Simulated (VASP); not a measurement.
# Ir (Fm-3m) in VASP: a series of runs

The runs below take Ir through relaxation of the atoms, with PBE.

All numbers are computed with VASP 6.6.1; they aren't measurements. Logs are shortened: lines on timing, memory, paths and dates and some standing lists are left out, and cuts for length are marked.

### Step 1. The structure

It takes space group Fm-3m (No. 225, cubic). Conventional cell: a = 3.874 Å, b = 3.874 Å, c = 3.874 Å, α = 90.00°, β = 90.00°, γ = 90.00°. Around Ir (site symmetry m-3m) lie 12 Ir at 2.74 Å.

### Step 2. Relaxation of the atoms, PBE (a relaxed cell with its volume scaled by 0.98)

INCAR reads:

```
PREC     = Accurate       # precision mode
ENCUT    = 300            # plane-wave cutoff, eV
EDIFF    = 1E-7           # SCF threshold, eV
ISMEAR   = 1              # smearing method
SIGMA    = 0.1            # smearing width, eV
LREAL    = F              # projectors in reciprocal space
LASPH    = T              # aspherical terms in the spheres
NELM     = 80             # most SCF steps
ALGO     = Normal         # electronic algorithm
ISIF     = 2              # what is computed and relaxed
LWAVE    = F              # write WAVECAR
LCHARG   = F              # write CHGCAR
GGA      = PE             # functional
IBRION   = 2              # ionic algorithm
NSW      = 40             # ionic steps
EDIFFG   = -0.01          # ionic threshold
```

KPOINTS reads:

```
regular mesh
0
Gamma
  8 8 8
```

POSCAR reads:

```
Ir                                      
1.0
    0.0000000000      1.9239872891      1.9239872891
    1.9239872891      0.0000000000      1.9239872891
    1.9239872891      1.9239872891      0.0000000000
  Ir            
     1
Direct
     0.0000000000000000    0.0000000000000000    0.0000000000000000
```

Potentials or basis: VASP PAW PBE potentials, release 64 (Ir).

Command:

```sh
$ cat potpaw_PBE.64/Ir/POTCAR > POTCAR
$ mpirun -np 1 vasp_std > vasp.out
```

OUTCAR:

```text
PREC = Accurate
   ENCUT = 300
   EDIFF = 1E-7
   ISMEAR = 1
   LREAL = F
   LASPH = T
   NELM = 80
   ISIF = 2
   GGA = PE
   IBRION = 2
   NSW = 40
   EDIFFG = -0.01

 ion  position               nearest neighbor table
   1  0.000  0.000  0.000-

  LATTYP: Found a face centered cubic cell.
 ALAT       =     3.8479745782

  Lattice vectors:

 A1 = (   0.0000000000,   1.9239872891,   1.9239872891)
 A2 = (   1.9239872891,   0.0000000000,   1.9239872891)
 A3 = (   1.9239872891,   1.9239872891,   0.0000000000)

Analysis of symmetry for initial positions (statically):
=====================================================================
 Subroutine PRICEL returns:
 Original cell was already a primitive cell.

 Routine SETGRP: Setting up the symmetry group for a
 face centered cubic supercell.

 Subroutine GETGRP returns: Found 48 space group operations
 (whereof 48 operations were pure point group operations)
 out of a pool of 48 trial point group operations.

The static configuration has the point symmetry O_h .

Analysis of symmetry for dynamics (positions and initial velocities):
=====================================================================
 Subroutine PRICEL returns:
 Original cell was already a primitive cell.

 Routine SETGRP: Setting up the symmetry group for a
 face centered cubic supercell.

 Subroutine GETGRP returns: Found 48 space group operations
 (whereof 48 operations were pure point group operations)
 out of a pool of 48 trial point group operations.

The dynamic configuration has the point symmetry O_h .

 Subroutine INISYM returns: Found 48 space group operations
 (whereof 48 operations are pure point group operations),
 and found     1 'primitive' translations

----------------------------------------------------------------------------------------

                                     Primitive cell

  volume of cell :      14.2442

  direct lattice vectors                    reciprocal lattice vectors
     0.000000000  1.923987289  1.923987289    -0.259876977  0.259876977  0.259876977
     1.923987289  0.000000000  1.923987289     0.259876977 -0.259876977  0.259876977
     1.923987289  1.923987289  0.000000000     0.259876977  0.259876977 -0.259876977

  length of vectors
     2.720928918  2.720928918  2.720928918     0.450120127  0.450120127  0.450120127

  position of ions in fractional coordinates (direct lattice)
     0.000000000  0.000000000  0.000000000

  ion indices of the primitive-cell ions
   primitive index   ion index
                 1           1

----------------------------------------------------------------------------------------

 KPOINTS: regular mesh

Automatic generation of k-mesh.
 Grid dimensions read from file:
 generate k-points for:    8    8    8

 Generating k-lattice:

  Cartesian coordinates                     Fractional coordinates (reciprocal lattice)
    -0.032484622  0.032484622  0.032484622     0.125000000  0.000000000  0.000000000
     0.032484622 -0.032484622  0.032484622     0.000000000  0.125000000  0.000000000
     0.032484622  0.032484622 -0.032484622     0.000000000  0.000000000  0.125000000

  Length of vectors
     0.056265016  0.056265016  0.056265016

  Shift w.r.t. Gamma in fractional coordinates (k-lattice)
     0.000000000  0.000000000  0.000000000

 Subroutine IBZKPT returns following result:
 ===========================================

 Found     29 irreducible k-points:

 Following reciprocal coordinates:
            Coordinates               Weight
  0.000000  0.000000  0.000000      1.000000
  0.125000  0.000000  0.000000      8.000000
  0.250000  0.000000  0.000000      8.000000
  0.375000  0.000000  0.000000      8.000000
  0.500000  0.000000  0.000000      4.000000
  0.125000  0.125000  0.000000      6.000000
[... 16 lines left out ...]
  0.500000  0.250000  0.125000     48.000000
 -0.375000  0.250000  0.125000     24.000000
 [... further k-points ...]
   k-points           NKPTS =     29   k-points in BZ     NKDIM =     29   number of bands    NBANDS=      8
   number of dos      NEDOS =    301   number of ions     NIONS =      1
   total plane-waves  NPLWV =   4096
   dimension x,y,z NGX =    16 NGY =   16 NGZ =   16
   dimension x,y,z NGXF=    32 NGYF=   32 NGZF=   32
   ions per type =               1
   NGX,Y,Z   is equivalent  to a cutoff of   9.78,  9.78,  9.78 a.u.
   NGXF,Y,Z  is equivalent  to a cutoff of  19.55, 19.55, 19.55 a.u.
 SYSTEM =  unknown system
   PREC   = accura    normal or accurate (medium, high low for compatibility)
   ISTART =      0    job   : 0-new  1-cont  2-samecut
   ICHARG =      2    charge: 1-file 2-atom 10-const
   ISPIN  =      1    spin polarized calculation?
   LNONCOLLINEAR =      F non collinear calculations
   LSORBIT =      F    spin-orbit coupling
   LASPH  =      T    aspherical Exc in radial PAW
   ENCUT  =  300.0 eV  22.05 Ry    4.70 a.u.   3.84  3.84  3.84*2*pi/ulx,y,z
   NELM   =     80;   NELMIN=  2; NELMDL= -5     # of ELM steps
   EDIFF  = 0.1E-06   stopping-criterion for ELM
   LREAL  =      F    real-space projection
   EDIFFG = -.1E-01   stopping-criterion for IOM
   NSW    =     40    number of steps for IOM
   IBRION =      2    ionic relax: 0-MD 1-quasi-New 2-CG
   NFREE  =      1    steps in history (QN), initial steepest desc. (CG)
   ISIF   =      2    stress and relaxation
   ISYM   =      2    0-nonsym 1-usesym 2-fastsym
   POTIM  = 0.5000    time-step for ionic-motion
   TEBEG  =    0.0;   TEEND  =   0.0 temperature during run
   PSTRESS=    0.0 pullay stress
   NELECT =       9.0000    total number of electrons
   NUPDOWN=      -1.0000    fix difference up-down
   EMIN   =  10.00;   EMAX   =-10.00  energy-range for DOS
   EFERMI =   0.00;   METHOD = LEGACY
   ISMEAR =     1;   SIGMA  =   0.10  broadening in eV -4-tet -1-fermi 0-gaus
   EFERMI_NEDOS =   21; number of points for ismear=-14 and -15
   IALGO  =     38    algorithm
   IMIX   =      4    mixing-type and parameters
     AMIX     =   0.40;   BMIX     =  1.00
     AMIX_MAG =   1.60;   BMIX_MAG =  1.00
  volume/ion in A,a.u.               =      14.24        96.12
  Fermi-wavevector in a.u.,A,eV,Ry     =   1.404786  2.654660 26.850055  1.973423
  Thomas-Fermi vector in A             =   2.527313
   LORBIT       =      0    0 simple, 1 ext, 2 COOP (PROOUT), +10 PAW based schemes
   GGA     = PE    functional components
   LHFCALC =     F    Hartree Fock is set to
   AEXX    =    0.0000 exact exchange contribution
   IVDW    =     0    specifies the selected vdW correction
   LEPSILON=     F    determine dielectric tensor
   LRPA    =     F    only Hartree local field effects (RPA)
 conjugate gradient relaxation of ions
 non-spin polarized calculation
 Methfessel and Paxton  Order N= 1 SIGMA  =   0.10
  energy-cutoff  :      300.00
  volume of cell :       14.24
 maximum number of plane-waves:       176
   NGX =  7   NGY =  7   NGZ =  7

 number of electron       9.0000004 magnetization

 Free energy of the ion-electron system (eV)
  ---------------------------------------------------
  ext. energy  EPLUGINS =         0.00000000
  ---------------------------------------------------
  free energy    TOTEN  =        -8.76949631 eV

  energy without entropy =       -8.76994061  energy(sigma->0) =       -8.76964441

 E-fermi :  10.3527     XC(G=0): -13.9476

 val. band max:       10.3032527598   @ k =  -0.3750   0.1250   0.0000
 cond. band min:      10.3688583616   @ k =  -0.3750   0.2500   0.0000
 fundamental gap:      0.0656056018
 Fermi energy:        10.3526543302

 k-point     1 :       0.0000    0.0000    0.0000
  band No.  band energies     occupation
      1      -0.7598      2.00000
      2       6.4457      2.00000
      3       6.4457      2.00000
      4       6.4457      2.00000
      5       9.1189      2.00000
      6       9.1189      2.00000
      7      24.6078      0.00000
      8      30.1788      0.00000

 k-point     2 :       0.1250    0.0000    0.0000
  band No.  band energies     occupation
      1      -0.0924      2.00000
      2       6.1289      2.00000
      3       6.7078      2.00000
      4       6.7078      2.00000
      5       8.9781      2.00000
      6       8.9781      2.00000
      7      25.6987      0.00000
      8      27.5965      0.00000

 k-point     3 :       0.2500    0.0000    0.0000
  band No.  band energies     occupation
      1       1.4377      2.00000
      2       5.9390      2.00000
      3       6.8886      2.00000
      4       6.8886      2.00000
      5       9.2985      2.00000
      6       9.2985      2.00000
      7      24.0583      0.00000
      8      27.0111      0.00000

 k-point     4 :       0.3750    0.0000    0.0000
  band No.  band energies     occupation
      1       2.2305      2.00000
      2       6.5435      2.00000
      3       6.5435      2.00000
      4       7.6274      2.00000
      5      10.4965     -0.06060
      6      10.4965     -0.06059
      7      20.1556      0.00000
      8      25.0755      0.00000

 k-point     5 :       0.5000    0.0000    0.0000
  band No.  band energies     occupation
      1       2.2579      2.00000
      2       6.3502      2.00000
      3       6.3502      2.00000
      4       9.5483      2.00000
      5      11.1846     -0.00000
      6      11.1846     -0.00000
      7      17.4875      0.00000
      8      24.1661      0.00000
[... 177 lines left out ...]
 k-point    22 :       0.3750    0.2500    0.1250
  band No.  band energies     occupation
      1       2.8282      2.00000
      2       4.8117      2.00000
      3       6.3678      2.00000
      4       8.4459      2.00000
      5       8.5142      2.00000
      6      11.0774     -0.00000
      7      24.5646      0.00000
      8      27.2053      0.00000

 k-point    23 :       0.5000    0.2500    0.1250
  band No.  band energies     occupation
      1       3.7002      2.00000
      2       5.3533      2.00000
      3       5.7398      2.00000
      4       8.0588      2.00000
      5      10.1459      2.01277
      6      13.1334      0.00000
      7      20.4844      0.00000
      8      25.7013      0.00000

 k-point    24 :      -0.3750    0.2500    0.1250
  band No.  band energies     occupation
      1       3.7246      2.00000
      2       5.1193      2.00000
      3       6.7158      2.00000
      4       7.7455      2.00000
      5      10.8678     -0.00000
      6      15.4321      0.00000
      7      16.9069      0.00000
      8      25.9916      0.00000

 [... further k-points ...]

------------------------ aborting loop because EDIFF is reached ----------------------------------------

  FORCE on cell =-STRESS in cart. coord.  units (eV):
  Direction    XX          YY          ZZ          XY          YZ          ZX
  --------------------------------------------------------------------------------------
  -------------------------------------------------------------------------------------
  Total        0.6591867      0.6591867      0.6591867      0.0000000      0.0000000      0.0000000
  in kB       74.1450920     74.1450920     74.1450920      0.0000000      0.0000000      0.0000000
  external PRESSURE =      74.1450920 kB  Pullay stress =       0.0000000 kB

 VOLUME and BASIS-vectors are now :
 -----------------------------------------------------------------------------
  energy-cutoff  :      300.00
  volume of cell :       14.24
      direct lattice vectors                 reciprocal lattice vectors
     0.000000000  1.923987289  1.923987289    -0.259876977  0.259876977  0.259876977
     1.923987289  0.000000000  1.923987289     0.259876977 -0.259876977  0.259876977
     1.923987289  1.923987289  0.000000000     0.259876977  0.259876977 -0.259876977

 POSITION                                       TOTAL-FORCE (eV/Angst)
 -----------------------------------------------------------------------------------
      0.00000      0.00000      0.00000        -0.000000     -0.000000      0.000000
 -----------------------------------------------------------------------------------
    total drift:                                0.000000      0.000000     -0.000000

  FREE ENERGIE OF THE ION-ELECTRON SYSTEM (eV)
  ---------------------------------------------------
  free  energy   TOTEN  =        -8.7694963148 eV

  energy  without entropy=       -8.7699406108  energy(sigma->0) =       -8.76964441

 reached required accuracy - stopping structural energy minimisation
```

Wall time 4.8 s (1 thread of Intel Xeon Platinum 8488C (Sapphire Rapids), shared host); peak memory 0.11 GiB.

What came out:

```yaml
Free_energy: -8.7695 eV
Pressure_after_relaxing: 7.4 GPa
Band_gap_on_the_k_mesh: none (metal or under the smearing width)
```

Final structure:
```cif
data_structure
_symmetry_space_group_name_H-M 'P 1'
_symmetry_Int_Tables_number 1
_cell_length_a 2.7209
_cell_length_b 2.7209
_cell_length_c 2.7209
_cell_angle_alpha 60.000
_cell_angle_beta 60.000
_cell_angle_gamma 60.000
_cell_volume 14.24
loop_
_atom_site_label
_atom_site_type_symbol
_atom_site_fract_x
_atom_site_fract_y
_atom_site_fract_z
_atom_site_occupancy
Ir1 Ir 0.00000 0.00000 0.00000 1
```

Caveat: the relaxation stopped at its first step, so nothing moved. The run has no spin-orbit coupling, so splittings on Ir are missing.

### Step 3. Relaxation of the atoms, PBE

INCAR is that of step 2.

KPOINTS is that of step 2.

POSCAR reads:

```
Ir                                      
1.0
    0.0000000000      1.9369875976      1.9369875976
    1.9369875976      0.0000000000      1.9369875976
    1.9369875976      1.9369875976      0.0000000000
  Ir            
     1
Direct
     0.0000000000000000    0.0000000000000000    0.0000000000000000
```

Potentials or basis: VASP PAW PBE potentials, release 64 (Ir).

Command:

```sh
$ cat potpaw_PBE.64/Ir/POTCAR > POTCAR
$ mpirun -np 1 vasp_std > vasp.out
```

It took 5.5 s on 1 thread of Intel Xeon Platinum 8488C (Sapphire Rapids), shared host; peak memory 0.1 GiB.

The run converged. Its results:

* Free energy: -8.7776 eV
* Pressure after relaxing: 0.0 GPa
* Band gap on the k mesh: none (metal or under the smearing width)

Final structure:
```
CELL_PARAMETERS angstrom
0.00000 1.93699 1.93699
1.93699 0.00000 1.93699
1.93699 1.93699 0.00000
ATOMIC_POSITIONS crystal
Ir 0.00000 0.00000 0.00000
```

Levels at points of the mesh, in eV from the Fermi level:
```
           k point  band 2  band 3  band 4  band 5  band 6  band 7
(0.00, 0.00, 0.00)   -3.79   -3.79   -3.79   -1.20   -1.20   14.30
(0.50, 0.00, 0.00)   -3.88   -3.88   -0.75    0.80    0.80    6.93
(0.50, 0.50, 0.00)   -7.11    0.77    1.35    1.35    1.64   10.09
```

Caveat: the relaxation stopped at its first step, so nothing moved. Spin-orbit coupling is left out, which matters for the levels of Ir.
